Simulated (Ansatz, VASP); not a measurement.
# One calculation of SiO2, two programs

Contents of INCAR:

```
ALGO     = Normal         # electronic algorithm
EDIFF    = 1E-6           # SCF threshold, eV
ENCUT    = 520            # plane-wave cutoff, eV
GGA      = CA             # functional
ISIF     = 2              # what is computed and relaxed
ISMEAR   = 0              # smearing method
LASPH    = T              # aspherical terms in the spheres
LCHARG   = F              # write CHGCAR
LREAL    = F              # projectors in reciprocal space
LWAVE    = F              # write WAVECAR
NBANDS   = 25             # bands
NELM     = 100            # most SCF steps
PREC     = Accurate       # precision mode
SIGMA    = 0.1            # smearing width, eV
```

KPOINTS

```
k-points
0
Gamma
  6 6 6
```

File POSCAR:

```
SiO2
1.0
   -2.4772904627      2.4772904627      3.6556712422
    2.4772904627     -2.4772904627      3.6556712422
    2.4772904627      2.4772904627     -3.6556712422
Si O
2 4
Direct
    0.0000000000      0.0000000000      0.0000000000
    0.7500000000      0.2500000000      0.5000000000
    0.3750000000      0.2217861300      0.3467861300
    0.9717861300      0.6250000000      0.8467861300
    0.7782138700      0.1250000000      0.1532138700
    0.8750000000      0.0282138700      0.6532138700
```

Input for Ansatz:

```yaml
crystal:
  lattice:
    - [-2.4772904627, 2.4772904627, 3.6556712422]
    - [2.4772904627, -2.4772904627, 3.6556712422]
    - [2.4772904627, 2.4772904627, -3.6556712422]
  atoms:
    - { symbol: Si, position: [0.0, 0.0, 0.0] }
    - { symbol: Si, position: [0.75, 0.25, 0.5] }
    - { symbol: O, position: [0.375, 0.22178613, 0.34678613] }
    - { symbol: O, position: [0.97178613, 0.625, 0.84678613] }
    - { symbol: O, position: [0.77821387, 0.125, 0.15321387] }
    - { symbol: O, position: [0.875, 0.02821387, 0.65321387] }
basis:
  ecutwfc: 420
kpoints:
  mp_grid: { grid: [6, 6, 6] }
hamiltonian:
  xc: lda
scf:
  occupations: { method: gaussian, width: 0.1 }
output:
  forces: true
  stress: true
  eigenvalues: true
```

The cell comes from a database or a generator and needn't be the stable form of this composition.

Alike in both runs: task single point; functional LDA; k mesh 6 × 6 × 6; occupations gaussian, width 0.1 eV; no spin polarisation.

```csv
,VASP,Ansatz
version,VASP 6.6.1,Ansatz 0.2.0
potentials or method,"VASP PAW LDA potentials, release 64 (Si, O)","scalar-relativistic, plane waves, PAW"
plane-wave cutoff (eV),520,420
valence electrons in the cell,32,32
```

```csv
,VASP,Ansatz,Ansatz less VASP
gap on the k mesh at the Fermi level (eV),5.70,5.70,+0.001
least direct gap on the mesh (eV),5.70,5.70,+0.001
pressure (GPa),-1.0,-1.5,-0.53
rms of the force components (eV/Å),0.032,0.044,+0.0121
```

Atom by atom the forces differ by 0.012 eV/Å (rms over components).

A k mesh can miss the band edges. Expect the measured gap to be larger: semilocal functionals such as LDA lack the derivative discontinuity.
